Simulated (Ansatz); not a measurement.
TePb:

```xyz
2
Lattice="0.0000 3.2310 3.2310 3.2310 0.0000 3.2310 3.2310 3.2310 0.0000" Properties=species:S:1:pos:R:3 pbc="T T T"
Pb    0.0000    0.0000    0.0000
Te    3.2310    3.2310    3.2310
```

Base run:

```yaml
Program: Ansatz 0.2.0
Functional: LDA
Potentials_or_basis: Ansatz PAW
Cutoff: "420 eV (not typed: the program's choice for these potentials)"
k_mesh: 7 × 7 × 7
Occupations: fermi-dirac, width 0.05 eV
Spin: no spin polarisation
```

Its results: pressure -1.7 GPa.

**Question.** After a change of settings the same cell gave: pressure -0.4 GPa. Which change was it?
A. functional from LDA to RPBE; occupations from fermi-dirac, width 0.05 eV to gaussian, width 0.1 eV
B. functional from LDA to PBEsol
C. k mesh from 7 × 7 × 7 to 5 × 5 × 5; spin from no spin polarisation to spin-orbit coupling, no magnetisation; potential files from those of the base run to others of the same set

**Answer.** B.

PBEsol binds less tightly than LDA, so the same cell stands under more pressure.

Caveats: the PAW data sets come from PBE, with cores solved anew for the run's functional, which leaves a small shift of forces and pressure.

Runs at the PBE level aren't shown here.
